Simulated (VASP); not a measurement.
Output of a VASP run:

OSZICAR:
```
       N       E                     dE             d eps       ncg     rms          rms(c)
DAV:   1     0.100755329513E+03    0.10076E+03   -0.88670E+03 12256   0.151E+03
DAV:   2    -0.129925384661E+02   -0.11375E+03   -0.10524E+03 12810   0.288E+02
DAV:   3    -0.171860170154E+02   -0.41935E+01   -0.40320E+01 14122   0.668E+01
DAV:   4    -0.172398372541E+02   -0.53820E-01   -0.53760E-01 14360   0.657E+00
DAV:   5    -0.172413803443E+02   -0.15431E-02   -0.15431E-02 14856   0.121E+00    0.166E+01
DAV:   6    -0.187433895464E+02   -0.15020E+01   -0.15759E+01 12516   0.951E+01    0.225E+01
DAV:   7    -0.158091817182E+02    0.29342E+01   -0.10275E+01 15194   0.937E+01    0.844E+00
DAV:   8    -0.157337712318E+02    0.75410E-01   -0.44273E-01 14388   0.101E+01    0.389E+00
DAV:   9    -0.156578357813E+02    0.75935E-01   -0.14232E-01 16526   0.928E+00    0.864E-01
DAV:  10    -0.156565367171E+02    0.12991E-02   -0.12153E-02 15560   0.128E+00    0.375E-01
DAV:  11    -0.156560325246E+02    0.50419E-03   -0.94118E-04 17544   0.607E-01    0.192E-01
DAV:  12    -0.156558002210E+02    0.23230E-03   -0.11696E-04 17164   0.280E-01    0.644E-02
DAV:  13    -0.156557851561E+02    0.15065E-04   -0.37772E-05 17010   0.788E-02    0.311E-02
DAV:  14    -0.156557860332E+02   -0.87717E-06   -0.35089E-06 17112   0.267E-02    0.156E-02
DAV:  15    -0.156557853135E+02    0.71971E-06   -0.11998E-06 14422   0.227E-02    0.803E-03
DAV:  16    -0.156557852943E+02    0.19287E-07   -0.38498E-07 10588   0.147E-02
   1 F= -.15655785E+02 E0= -.15655977E+02  d E =-.156558E+02  mag=     2.1572
       N       E                     dE             d eps       ncg     rms          rms(c)
DAV:   1    -0.156575648412E+02   -0.17795E-02   -0.71415E-02 12780   0.236E+00    0.272E-01
DAV:   2    -0.156576238797E+02   -0.59038E-04   -0.51831E-03 14866   0.214E+00    0.435E-01
DAV:   3    -0.156564087775E+02    0.12151E-02   -0.37435E-03 14494   0.188E+00    0.132E-01
DAV:   4    -0.156561814941E+02    0.22728E-03   -0.51746E-04 16726   0.369E-01    0.376E-02
DAV:   5    -0.156561729107E+02    0.85834E-05   -0.51846E-05 15566   0.867E-02    0.205E-02
DAV:   6    -0.156561733185E+02   -0.40776E-06   -0.63332E-06 17168   0.270E-02    0.126E-02
DAV:   7    -0.156561726584E+02    0.66008E-06   -0.69248E-07 15916   0.126E-02    0.694E-03
DAV:   8    -0.156561724643E+02    0.19403E-06   -0.29404E-07 12030   0.692E-03    0.202E-03
DAV:   9    -0.156561724588E+02    0.55354E-08   -0.73747E-08  6402   0.331E-03
   2 F= -.15656172E+02 E0= -.15656348E+02  d E =-.387165E-03  mag=     2.1537
       N       E                     dE             d eps       ncg     rms          rms(c)
DAV:   1    -0.156565223444E+02   -0.34988E-03   -0.15709E-02 12786   0.111E+00    0.128E-01
DAV:   2    -0.156565494658E+02   -0.27121E-04   -0.11831E-03 14848   0.102E+00    0.208E-01
DAV:   3    -0.156562661115E+02    0.28335E-03   -0.84741E-04 14452   0.894E-01    0.609E-02
DAV:   4    -0.156562170696E+02    0.49042E-04   -0.11310E-04 16708   0.169E-01    0.178E-02
DAV:   5    -0.156562151683E+02    0.19013E-05   -0.11022E-05 15462   0.403E-02    0.969E-03
DAV:   6    -0.156562152443E+02   -0.75969E-07   -0.13921E-06 14348   0.129E-02    0.597E-03
DAV:   7    -0.156562150940E+02    0.15034E-06   -0.14898E-07  7724   0.594E-03    0.325E-03
DAV:   8    -0.156562150527E+02    0.41276E-07   -0.11622E-07  8134   0.399E-03
   3 F= -.15656215E+02 E0= -.15656383E+02  d E =-.429758E-03  mag=     2.1519
```

OUTCAR:
```
------------------------ aborting loop because EDIFF is reached ----------------------------------------
  FORCE on cell =-STRESS in cart. coord.  units (eV):
  Direction    XX          YY          ZZ          XY          YZ          ZX
  --------------------------------------------------------------------------------------
  Total       -2.2967701     -2.2967701     -2.2976895      0.0000000      0.0000000     -0.0000000
  in kB     -137.9159627   -137.9159627   -137.9711675      0.0000000      0.0000000     -0.0000000
  external PRESSURE =    -137.9343643 kB  Pullay stress =       0.0000000 kB
  volume of cell :       26.68
      direct lattice vectors                 reciprocal lattice vectors
     2.682972957  0.000000000  0.000000000     0.372720865  0.000000000 -0.000000000
     0.000000000  2.682972957  0.000000000     0.000000000  0.372720865  0.000000000
     0.000000000  0.000000000  3.706644944    -0.000000000  0.000000000  0.269785754
 POSITION                                       TOTAL-FORCE (eV/Angst)
 -----------------------------------------------------------------------------------
      0.00000      0.00000      0.00000        -0.000000      0.000000      0.000000
      1.34149      1.34149      1.85332         0.000000      0.000000      0.000000
 -----------------------------------------------------------------------------------
    total drift:                               -0.000000      0.000000      0.000000
  FREE ENERGIE OF THE ION-ELECTRON SYSTEM (eV)
  ---------------------------------------------------
  free  energy   TOTEN  =       -15.6562150527 eV

  energy  without entropy=      -15.6567190493  energy(sigma->0) =      -15.65638305

 total charge

# of ion       s       p       d       tot
------------------------------------------
    1        0.412   0.441   7.238   8.091
    2        0.714   0.663   8.040   9.416
--------------------------------------------------
tot          1.126   1.104  15.277  17.507

 magnetization (x)

# of ion       s       p       d       tot
------------------------------------------
    1       -0.002  -0.007   1.783   1.773
    2       -0.012  -0.040   0.427   0.375
--------------------------------------------------
tot         -0.014  -0.047   2.209   2.148

 reached required accuracy - stopping structural energy minimisation
```
(Selected blocks of OUTCAR.)

POSCAR:
```
CoPt
1
    2.6890471961     0.0000000000     0.0000000000
    0.0000000000     2.6890471961     0.0000000000
    0.0000000000     0.0000000000     3.6899181121
Co Pt
1 1
Direct
  0.0000000000   0.0000000000   0.0000000000
  0.5000000000   0.5000000000   0.5000000000
```

Problem. Reconstruct the remaining input files.

Solution. Several could match; the one computed here: the input of the run itself, LDA (Ceperley-Alder, Perdew-Zunger), plane waves, VASP's LDA PAW potentials (set 64).

File KPOINTS:
```
Automatic mesh
0
Gamma
14 14 10
0 0 0
```

INCAR:
```
NELM  =  100   ! most electronic steps
MAGMOM  =  1.7 0.4
ENCUT  =  520   ! plane-wave cut-off (eV)
PREC  =  Accurate
LREAL  =  .FALSE.
LORBIT  =  10
EDIFFG  =  -0.01   ! ionic stop
LCHARG  =  .FALSE.
ISPIN  =  2
LASPH  =  .TRUE.   ! aspherical one-centre terms
SYSTEM  =  CoPt
EDIFF  =  1E-7   ! SCF stop (eV)
LWAVE  =  .FALSE.
LMAXMIX  =  6   ! l cut-off of mixed one-centre charges
IBRION  =  2   ! conjugate gradients
ALGO  =  Normal   ! blocked Davidson
ISMEAR  =  1
ISIF  =  4   ! ions and shape, fixed volume
SIGMA  =  0.1   ! width (eV)
NSW  =  30
```

POTCAR, in this order: Co Pt (LDA.64 set). Program: vasp_std.

The compound is CoPt in the L1_0 structure. This cell is one point of a volume scan, at 1.06 of the reference volume. Symmetry was kept, so distortions that lower it aren't found.
